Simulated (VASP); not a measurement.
# HfN (Fm-3m) in VASP: settings compared

The runs below take HfN through relaxation of cell and atoms, with LDA, PBEsol.

All numbers are computed with VASP 6.6.1; they aren't measurements. Logs are shortened: lines on timing, memory, paths and dates and some standing lists are left out, and cuts for length are marked.

## 1. Starting point

It takes space group Fm-3m (No. 225, cubic). The conventional cell has a = 4.512 Å, b = 4.512 Å, c = 4.512 Å, α = 90.00°, β = 90.00°, γ = 90.00°. Around Hf (site symmetry m-3m) lie 6 N at 2.26 Å. Around N (site symmetry m-3m) lie 6 Hf at 2.26 Å.

## 2. Relaxation of cell and atoms, LDA

Contents of INCAR:

```
SYSTEM = HfN
PREC     = Accurate       ! precision mode
ENCUT    = 600            ! plane-wave cutoff, eV
EDIFF    = 1E-6           ! SCF threshold, eV
ISMEAR   = 1              ! smearing method
SIGMA    = 0.1            ! smearing width, eV
LREAL    = .FALSE.        ! projectors in reciprocal space
LASPH    = .TRUE.         ! aspherical terms in the spheres
NELM     = 80             ! most SCF steps
ALGO     = Normal         ! electronic algorithm
ISIF     = 3              ! what is computed and relaxed
LWAVE    = .FALSE.        ! write WAVECAR
LCHARG   = .FALSE.        ! write CHGCAR
GGA      = CA             ! functional
IBRION   = 2              ! ionic algorithm
NSW      = 90             ! ionic steps
EDIFFG   = -0.01          ! ionic threshold
KPAR     = 2
```

Contents of KPOINTS:

```
Automatic mesh
0
G
  14 14 14
  0 0 0
```

Contents of POSCAR:

```
HfN
1.0
    0.0000000000      2.2560000000      2.2560000000
    2.2560000000      0.0000000000      2.2560000000
    2.2560000000      2.2560000000      0.0000000000
Hf N
1 1
Direct
    0.0000000000      0.0000000000      0.0000000000
    0.5000000000      0.5000000000      0.5000000000
```

Potentials or basis: VASP PAW LDA potentials, release 64 (Hf_pv, N).

Command:

```sh
$ cat potpaw_LDA.64/Hf_pv/POTCAR potpaw_LDA.64/N/POTCAR > POTCAR
$ mpirun -np 2 vasp_std > vasp.out
```

OUTCAR:

```text
SYSTEM = HfN
   PREC = Accurate
   ENCUT = 600
   EDIFF = 1E-6
   ISMEAR = 1
   LREAL = .FALSE.
   LASPH = .TRUE.
   NELM = 80
   ISIF = 3
   GGA = CA
   IBRION = 2
   NSW = 90
   EDIFFG = -0.01

 ion  position               nearest neighbor table
   1  0.000  0.000  0.000-   2 2.26   2 2.26   2 2.26   2 2.26   2 2.26   2 2.26
   2  0.500  0.500  0.500-   1 2.26   1 2.26   1 2.26   1 2.26   1 2.26   1 2.26

  LATTYP: Found a face centered cubic cell.
 ALAT       =     4.5120000000

  Lattice vectors:

 A1 = (   0.0000000000,   2.2560000000,   2.2560000000)
 A2 = (   2.2560000000,   0.0000000000,   2.2560000000)
 A3 = (   2.2560000000,   2.2560000000,   0.0000000000)

Analysis of symmetry for initial positions (statically):
=====================================================================
 Subroutine PRICEL returns:
 Original cell was already a primitive cell.

 Routine SETGRP: Setting up the symmetry group for a
 face centered cubic supercell.

 Subroutine GETGRP returns: Found 48 space group operations
 (whereof 48 operations were pure point group operations)
 out of a pool of 48 trial point group operations.

The static configuration has the point symmetry O_h .

Analysis of symmetry for dynamics (positions and initial velocities):
=====================================================================
 Subroutine PRICEL returns:
 Original cell was already a primitive cell.

 Routine SETGRP: Setting up the symmetry group for a
 face centered cubic supercell.

 Subroutine GETGRP returns: Found 48 space group operations
 (whereof 48 operations were pure point group operations)
 out of a pool of 48 trial point group operations.

The dynamic configuration has the point symmetry O_h .

 Subroutine INISYM returns: Found 48 space group operations
 (whereof 48 operations are pure point group operations),
 and found     1 'primitive' translations

----------------------------------------------------------------------------------------

                                     Primitive cell

  volume of cell :      22.9640

  direct lattice vectors                    reciprocal lattice vectors
     0.000000000  2.256000000  2.256000000    -0.221631206  0.221631206  0.221631206
     2.256000000  0.000000000  2.256000000     0.221631206 -0.221631206  0.221631206
     2.256000000  2.256000000  0.000000000     0.221631206  0.221631206 -0.221631206

  length of vectors
     3.190465797  3.190465797  3.190465797     0.383876509  0.383876509  0.383876509

[... 103 lines left out ...]
  Thomas-Fermi vector in A             =   2.541355
   LORBIT       =      0    0 simple, 1 ext, 2 COOP (PROOUT), +10 PAW based schemes
   GGA     = CA    functional components
   LHFCALC =     F    Hartree Fock is set to
   AEXX    =    0.0000 exact exchange contribution
   IVDW    =     0    specifies the selected vdW correction
   LEPSILON=     F    determine dielectric tensor
   LRPA    =     F    only Hartree local field effects (RPA)
 conjugate gradient relaxation of ions
 non-spin polarized calculation
 Methfessel and Paxton  Order N= 1 SIGMA  =   0.10
  energy-cutoff  :      600.00
  volume of cell :       22.96
 maximum number of plane-waves:       779
 NGX is ok and might be reduce to    28
   NGX = 13   NGY = 13   NGZ = 13

--------------------------------------- Ionic step        1  -------------------------------------------

 number of electron      15.0000002 magnetization

 Free energy of the ion-electron system (eV)
  ---------------------------------------------------
  ext. energy  EPLUGINS =         0.00000000
  ---------------------------------------------------
  free energy    TOTEN  =       -23.84394069 eV

  energy without entropy =      -23.84329052  energy(sigma->0) =      -23.84372397

------------------------ aborting loop because EDIFF is reached ----------------------------------------

  FORCE on cell =-STRESS in cart. coord.  units (eV):
  Direction    XX          YY          ZZ          XY          YZ          ZX
  --------------------------------------------------------------------------------------
  -------------------------------------------------------------------------------------
  Total       -1.3735009     -1.3735009     -1.3735009      0.0000000      0.0000000      0.0000000
  in kB      -95.8279605    -95.8279605    -95.8279605      0.0000000      0.0000000      0.0000000
  external PRESSURE =     -95.8279605 kB  Pullay stress =       0.0000000 kB
[... 95 lines left out ...]
--------------------------------------- Ionic step        4  -------------------------------------------

 number of electron      15.0000001 magnetization

 Free energy of the ion-electron system (eV)
  ---------------------------------------------------
  ext. energy  EPLUGINS =         0.00000000
  ---------------------------------------------------
  free energy    TOTEN  =       -23.86731751 eV

  energy without entropy =      -23.86672318  energy(sigma->0) =      -23.86711940

 E-fermi :   8.5353     XC(G=0): -13.1738

 val. band max:        8.5163804408   @ k =   0.5000   0.2143   0.0000
 cond. band min:       8.5539371545   @ k =   0.3571   0.1429   0.0714
 fundamental gap:      0.0375567137
 Fermi energy:         8.5352613281

 k-point     1 :       0.0000    0.0000    0.0000
  band No.  band energies     occupation
      1     -22.2530      2.00000
      2     -22.2530      2.00000
      3     -22.2530      2.00000
      4      -8.9129      2.00000
      5       5.5490      2.00000
      6       5.5490      2.00000
      7       5.5490      2.00000
      8       8.1241      2.00000
      9       8.1241      2.00000
     10       8.1241      2.00000
     11      10.5375      0.00000
[... 309 lines left out ...]
 k-point    24 :       0.2857    0.1429    0.0000
  band No.  band energies     occupation
      1     -22.8235      2.00000
      2     -22.3832      2.00000
      3     -22.3653      2.00000
      4      -7.5197      2.00000
      5       1.6924      2.00000
      6       3.6943      2.00000
      7       4.0802      2.00000
      8       7.4255      2.00000
      9      11.0477      0.00000
     10      11.1378      0.00000
     11      12.6380      0.00000

 [... further k-points ...]

------------------------ aborting loop because EDIFF is reached ----------------------------------------

  FORCE on cell =-STRESS in cart. coord.  units (eV):
  Direction    XX          YY          ZZ          XY          YZ          ZX
  --------------------------------------------------------------------------------------
  -------------------------------------------------------------------------------------
  Total       -0.0026927     -0.0026927     -0.0026927     -0.0000000      0.0000000      0.0000000
  in kB       -0.1942636     -0.1942636     -0.1942636     -0.0000000      0.0000000      0.0000000
  external PRESSURE =      -0.1942636 kB  Pullay stress =       0.0000000 kB
[... 17 lines left out ...]
  FREE ENERGIE OF THE ION-ELECTRON SYSTEM (eV)
  ---------------------------------------------------
  free  energy   TOTEN  =       -23.8673175112 eV

  energy  without entropy=      -23.8667231789  energy(sigma->0) =      -23.86711940

 reached required accuracy - stopping structural energy minimisation
```

It took 28 s on 2 MPI ranks of Intel Xeon 6975P-C (Granite Rapids), shared host; peak memory 0.16 GiB.

Results:

| Quantity | Value |
| --- | --- |
| Free energy | -23.8673 eV |
| Relaxed volume | 11.10 Å³/atom |
| Relaxed cell | a = 3.155 Å, b = 3.155 Å, c = 3.155 Å, α = 60.00°, β = 60.00°, γ = 60.00° |
| Space group after relaxing (to 0.05 Å) | Fm-3m (No. 225) |
| Energy gained by relaxing | 11.7 meV/atom |
| Ionic steps | 4 |
| Pressure after relaxing | 0.0 GPa |
| Band gap on the k mesh | none (metal or under the smearing width) |

Step by step:
| step | energy change (eV) | largest force (eV/Å) | pressure (GPa) | volume (Å³) |
| --- | --- | --- | --- | --- |
| 1 | 0.0000 | 0.0000 | -9.58 | 22.96 |
| 2 | 0.0794 | 0.0000 | 24.11 | 20.76 |
| 3 | -0.0234 | 0.0000 | -0.24 | 22.22 |
| 4 | -0.0234 | 0.0000 | -0.02 | 22.21 |

Final structure:
```
CELL_PARAMETERS angstrom
0.00000 2.23097 2.23097
2.23097 0.00000 2.23097
2.23097 2.23097 0.00000
ATOMIC_POSITIONS crystal
Hf 0.00000 0.00000 0.00000
N 0.50000 0.50000 0.50000
```

Levels at points of the mesh, in eV from the Fermi level:
```
           k point  band 5  band 6  band 7  band 8  band 9  band 10  band 11
(0.00, 0.00, 0.00)   -2.99   -2.99   -2.99   -0.41   -0.41    -0.41     2.00
(0.50, 0.00, 0.00)   -9.05   -6.34   -6.34    3.45    3.86     3.86     4.76
(0.50, 0.50, 0.00)   -5.27   -3.99   -3.61   -3.61    4.25     5.79     5.79
```

Spin-orbit coupling is left out, which matters for the levels of Hf. Zero-point motion and thermal expansion aren't in these numbers.

## 3. Relaxation of cell and atoms, LDA

This run uses another cell than the first one, of 11.10 Å³/atom, 0.967 times its volume.

Edit INCAR of step 2 so:

```diff
@@ -3,3 +3,3 @@
 ENCUT    = 600            ! plane-wave cutoff, eV
-EDIFF    = 1E-6           ! SCF threshold, eV
+EDIFF    = 1E-7           ! SCF threshold, eV
 ISMEAR   = 1              ! smearing method
@@ -16,3 +16,3 @@
 NSW      = 90             ! ionic steps
-EDIFFG   = -0.01          ! ionic threshold
+EDIFFG   = -0.005         ! ionic threshold
 KPAR     = 2
```

KPOINTS is that of step 2.

Contents of POSCAR:

```
HfN                                     
1.0
    0.0000000000      2.2309690365      2.2309690365
    2.2309690365      0.0000000000      2.2309690365
    2.2309690365      2.2309690365      0.0000000000
  Hf              N             
     1     1
Direct
     0.0000000000000000    0.0000000000000000    0.0000000000000000
     0.5000000000000000    0.5000000000000000    0.5000000000000000
```

Potentials or basis: VASP PAW LDA potentials, release 64 (Hf_pv, N).

Command:

```sh
$ cat potpaw_LDA.64/Hf_pv/POTCAR potpaw_LDA.64/N/POTCAR > POTCAR
$ mpirun -np 2 vasp_std > vasp.out
```

OUTCAR:

```text
SYSTEM = HfN
   PREC = Accurate
   ENCUT = 600
   EDIFF = 1E-7
   ISMEAR = 1
   LREAL = .FALSE.
   LASPH = .TRUE.
   NELM = 80
   ISIF = 3
   GGA = CA
   IBRION = 2
   NSW = 90
   EDIFFG = -0.005

 ion  position               nearest neighbor table
   1  0.000  0.000  0.000-   2 2.23   2 2.23   2 2.23   2 2.23   2 2.23   2 2.23
   2  0.500  0.500  0.500-   1 2.23   1 2.23   1 2.23   1 2.23   1 2.23   1 2.23

  LATTYP: Found a face centered cubic cell.
[... 531 lines left out ...]

  FORCE on cell =-STRESS in cart. coord.  units (eV):
  Direction    XX          YY          ZZ          XY          YZ          ZX
  --------------------------------------------------------------------------------------
  -------------------------------------------------------------------------------------
  Total        0.0005672      0.0005672      0.0005672      0.0000000      0.0000000      0.0000000
  in kB        0.0409193      0.0409193      0.0409193      0.0000000      0.0000000      0.0000000
  external PRESSURE =       0.0409193 kB  Pullay stress =       0.0000000 kB

 VOLUME and BASIS-vectors are now :
 -----------------------------------------------------------------------------
  energy-cutoff  :      600.00
  volume of cell :       22.21
      direct lattice vectors                 reciprocal lattice vectors
     0.000000000  2.230969036  2.230969036    -0.224117857  0.224117857  0.224117857
     2.230969036  0.000000000  2.230969036     0.224117857 -0.224117857  0.224117857
     2.230969036  2.230969036  0.000000000     0.224117857  0.224117857 -0.224117857

 POSITION                                       TOTAL-FORCE (eV/Angst)
 -----------------------------------------------------------------------------------
      0.00000      0.00000      0.00000         0.000000     -0.000000      0.000000
      2.23097      2.23097      2.23097         0.000000      0.000000     -0.000000
 -----------------------------------------------------------------------------------
    total drift:                                0.000000      0.000000      0.000000

  FREE ENERGIE OF THE ION-ELECTRON SYSTEM (eV)
  ---------------------------------------------------
  free  energy   TOTEN  =       -23.8664744300 eV

  energy  without entropy=      -23.8658805549  energy(sigma->0) =      -23.86627647

 reached required accuracy - stopping structural energy minimisation
```

CONTCAR:

```text
HfN
   1.00000000000000
     0.0000000000000000    2.2309690364999999    2.2309690364999999
     2.2309690364999999    0.0000000000000000    2.2309690364999999
     2.2309690364999999    2.2309690364999999    0.0000000000000000
  Hf              N
     1     1
Direct
     0.0000000000000000    0.0000000000000000    0.0000000000000000
     0.5000000000000000    0.5000000000000000    0.5000000000000000

  0.00000000E+00  0.00000000E+00  0.00000000E+00
  0.00000000E+00  0.00000000E+00  0.00000000E+00
```

Run time: 14 s. Hardware: 2 MPI ranks of Intel Xeon 6975P-C (Granite Rapids), shared host; peak memory 0.16 GiB.

What came out:

| Property | Result |
| --- | --- |
| Free energy | -23.8665 eV |
| Pressure after relaxing | 0.0 GPa |
| Band gap on the k mesh | none (metal or under the smearing width) |

Final structure:
```
Hf N
1.0
     0.00000    2.23097    2.23097
     2.23097    0.00000    2.23097
     2.23097    2.23097    0.00000
Hf N
1 1
Direct
  0.00000 0.00000 0.00000
  0.50000 0.50000 0.50000
```

Levels at points of the mesh, in eV from the Fermi level:
| k point | band 5 | band 6 | band 7 | band 8 | band 9 | band 10 | band 11 |
| --- | --- | --- | --- | --- | --- | --- | --- |
| (0.00, 0.00, 0.00) | -2.99 | -2.99 | -2.99 | -0.41 | -0.41 | -0.41 | 2.00 |
| (0.50, 0.00, 0.00) | -9.05 | -6.34 | -6.34 | 3.45 | 3.86 | 3.86 | 4.76 |
| (0.50, 0.50, 0.00) | -5.27 | -3.99 | -3.61 | -3.61 | 4.25 | 5.79 | 5.79 |

Caveat: the relaxation stopped at its first step, so nothing moved. The run has no spin-orbit coupling, so splittings on Hf are missing.

## 4. Relaxation of cell and atoms, PBEsol

Contents of INCAR:

```
  ALGO = Normal
  EDIFF = 1E-6
  EDIFFG = -0.01
  ENCUT = 600
  GGA = PS
  IBRION = 2
  ISIF = 3
  ISMEAR = 1
  LASPH = T
  LCHARG = F
  LREAL = F
  LWAVE = F
  NELM = 80
  NSW = 90
  PREC = Accurate
  SIGMA = 0.1
```

Contents of KPOINTS:

```
k-points
0
Gamma
  14 14 14
```

Contents of POSCAR:

```
HfN
1.0
    0.0000000000      2.2560000000      2.2560000000
    2.2560000000      0.0000000000      2.2560000000
    2.2560000000      2.2560000000      0.0000000000
Hf N
1 1
Direct
    0.0000000000      0.0000000000      0.0000000000
    0.5000000000      0.5000000000      0.5000000000
```

Potentials or basis: VASP PAW PBE potentials, release 64 (Hf_pv, N).

Command:

```sh
$ cat potpaw_PBE.64/Hf_pv/POTCAR potpaw_PBE.64/N/POTCAR > POTCAR
$ mpirun -np 1 vasp_std > vasp.out
```

Run time: 50 s. Hardware: 1 thread of Intel Xeon Platinum 8488C (Sapphire Rapids), shared host; peak memory 0.19 GiB.

The run converged. Its results:

```yaml
Free_energy: -22.9919 eV
Relaxed_volume: 11.31 Å³/atom
Relaxed_cell: a = 3.175 Å, b = 3.175 Å, c = 3.175 Å, α = 60.00°, β = 60.00°, γ = 60.00°
Space_group_after_relaxing_to_0.05_Å: Fm-3m (No. 225)
Energy_gained_by_relaxing: 2.3 meV/atom
Ionic_steps: 3
Pressure_after_relaxing: 0.0 GPa
Band_gap_on_the_k_mesh: none (metal or under the smearing width)
```

Step by step:
| step | energy change (eV) | largest force (eV/Å) | pressure (GPa) | volume (Å³) |
| --- | --- | --- | --- | --- |
| 1 | 0.0000 | 0.0000 | -4.21 | 22.96 |
| 2 | 0.0133 | 0.0000 | 9.07 | 21.98 |
| 3 | -0.0045 | 0.0000 | -0.04 | 22.63 |

Final structure:
```xyz
2
Lattice="0.0000 2.2449 2.2449 2.2449 0.0000 2.2449 2.2449 2.2449 0.0000" Properties=species:S:1:pos:R:3 pbc="T T T"
Hf    0.0000    0.0000    0.0000
N     2.2449    2.2449    2.2449
```

Levels at points of the mesh, in eV from the Fermi level:
| k point | band 5 | band 6 | band 7 | band 8 | band 9 | band 10 | band 11 |
| --- | --- | --- | --- | --- | --- | --- | --- |
| (0.00, 0.00, 0.00) | -2.99 | -2.99 | -2.99 | -0.37 | -0.37 | -0.37 | 2.00 |
| (0.50, 0.00, 0.00) | -9.00 | -6.26 | -6.26 | 3.39 | 3.82 | 3.82 | 4.52 |
| (0.50, 0.50, 0.00) | -5.37 | -3.92 | -3.65 | -3.65 | 4.20 | 5.70 | 5.84 |

Caveat: the PAW data sets were made with another functional, which shifts forces and pressure a little.

## 5. Relaxation of cell and atoms, PBEsol

This run uses another cell than the first one, of 11.31 Å³/atom, 0.985 times its volume.

Edit INCAR of step 4 so:

```diff
@@ -1,4 +1,4 @@
   ALGO = Normal
-  EDIFF = 1E-6
-  EDIFFG = -0.01
+  EDIFF = 1E-7
+  EDIFFG = -0.005
   ENCUT = 600
```

KPOINTS is that of step 4.

Contents of POSCAR:

```
HfN                                     
1.0
   -0.0000000000      2.2449355951      2.2449355951
    2.2449355951      0.0000000000      2.2449355951
    2.2449355951      2.2449355951      0.0000000000
  Hf              N             
     1     1
Direct
     0.0000000000000000    0.0000000000000000    0.0000000000000000
     0.5000000000000000    0.5000000000000000    0.5000000000000000
```

Command:

```sh
$ cat potpaw_PBE.64/Hf_pv/POTCAR potpaw_PBE.64/N/POTCAR > POTCAR
$ mpirun -np 1 vasp_std > vasp.out
```

Wall time 26 s (1 thread of Intel Xeon Platinum 8488C (Sapphire Rapids), shared host); peak memory 0.18 GiB.

The run converged. Its results:

* Free energy: -22.9913 eV
* Pressure after relaxing: 0.0 GPa
* Band gap on the k mesh: none (metal or under the smearing width)

Final structure:
```
CELL_PARAMETERS angstrom
0.00000 2.24494 2.24494
2.24494 0.00000 2.24494
2.24494 2.24494 0.00000
ATOMIC_POSITIONS crystal
Hf 0.00000 0.00000 0.00000
N 0.50000 0.50000 0.50000
```

Levels at points of the mesh, in eV from the Fermi level:
```
           k point  band 4  band 5  band 6  band 7  band 8  band 9  band 10  band 11
(0.00, 0.00, 0.00)  -17.54   -2.99   -2.99   -2.99   -0.37   -0.37    -0.37     2.00
(0.50, 0.00, 0.00)  -14.65   -9.00   -6.26   -6.26    3.39    3.82     3.82     4.52
(0.50, 0.50, 0.00)  -16.42   -5.37   -3.92   -3.65   -3.65    4.20     5.70     5.84
```

Caveat: the relaxation stopped at its first step, so nothing moved; the PAW data sets were made with another functional, which shifts forces and pressure a little. Spin-orbit coupling is left out, which matters for the levels of Hf.
